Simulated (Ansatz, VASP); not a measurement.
## One calculation of AlN, two programs

```
CELL_PARAMETERS angstrom
3.06298 0.00000 0.00000
-1.53149 2.65262 0.00000
0.00000 0.00000 4.90255
ATOMIC_POSITIONS crystal
Al 0.33333 0.66667 0.00152
Al 0.66667 0.33333 0.50152
N 0.33333 0.66667 0.38348
N 0.66667 0.33333 0.88348
```

Change from the starting cell: mode 4 frozen in at +0.000 Å, equal normal strain along x, y and z -0.0083.

Alike in both runs: task single point; functional LDA; k mesh 9 × 9 × 6; occupations gaussian, width 0.05 eV; no spin polarisation.

```csv
,VASP,Ansatz
version,VASP 6.6.1,Ansatz 0.2.0
potentials or method,"VASP PAW LDA potentials, release 64 (Al, N)","scalar-relativistic, plane waves, PAW"
plane-wave cutoff (eV),520,520
valence electrons in the cell,16,16
```

VASP gave:

```
gap on the k mesh at the Fermi level (eV)       : 4.65
least direct gap on the mesh (eV)               : 4.65
pressure (GPa)                                  : 6.3
largest component of the traceless stress (GPa) : 0.30
rms of the force components (eV/Å)              : 0.007
```

Task: What did Ansatz give for the same quantities?

Result: gap on the k mesh at the Fermi level (eV): 4.64; least direct gap on the mesh (eV): 4.64; pressure (GPa): 5.5; largest component of the traceless stress (GPa): 0.27; rms of the force components (eV/Å): 0.006.

Atom by atom the forces differ by 0.000 eV/Å (rms over components). Ansatz warned: «pseudo_functional_mismatch».

Caveats: an odd mesh through Γ misses points on the zone boundary, where band edges often lie.
